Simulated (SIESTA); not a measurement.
## Hf in SIESTA: the effect of functional

Hf:

```xyz
1
Lattice="2.9138 0.0000 0.0000 0.0000 2.9138 0.0000 0.0000 0.0000 2.9138" Properties=species:S:1:pos:R:3 pbc="T T T"
Hf    1.4569    1.4569    1.4569
```

The cell was built by a generator and needn't be a form met in nature.

Alike in all runs:

```yaml
Program: SIESTA 5.4.2
Task: relaxation of cell and atoms
Basis: DZP (energy shift 0.003 Ry; two zetas on semicore shells)
Grid_cutoff: 800 Ry
Energy_shift: 0.003 Ry
k_mesh: 9 × 9 × 9
Occupations: fermi-dirac, width 0.05 eV
Spin: no spin polarisation
```

Each run relaxes the cell or the atoms first.

```tsv
functional	potentials or basis	relaxed volume (Å³/atom)
LDA	PseudoDojo 0.4 standard (LDA files)	?
PBEsol	PseudoDojo 0.4 standard (PBEsol files)	23.68
AM05	PseudoDojo 0.4 standard (PBEsol files)	23.71
WC	PseudoDojo 0.4 standard (PBEsol files)	23.68
PBE	PseudoDojo 0.4 standard (PBE files)	24.85
PW91	PseudoDojo 0.4 standard (PBE files)	24.74
revPBE	PseudoDojo 0.4 standard (PBE files)	25.40
RPBE	PseudoDojo 0.4 standard (PBE files)	25.62
BLYP	PseudoDojo 0.4 standard (PBE files)	25.58
```

Question: What does the run with functional LDA give?

Answer: Relaxed volume 22.48 Å³/atom.

Caveats: short orbitals over semicore shells can move pressures by several GPa; the basis of atomic orbitals isn't converged, which shifts pressures, moduli and gaps; the potentials were made for another functional, which shifts forces and pressure (some runs); the relaxation stopped at its first step, so nothing moved (some runs).
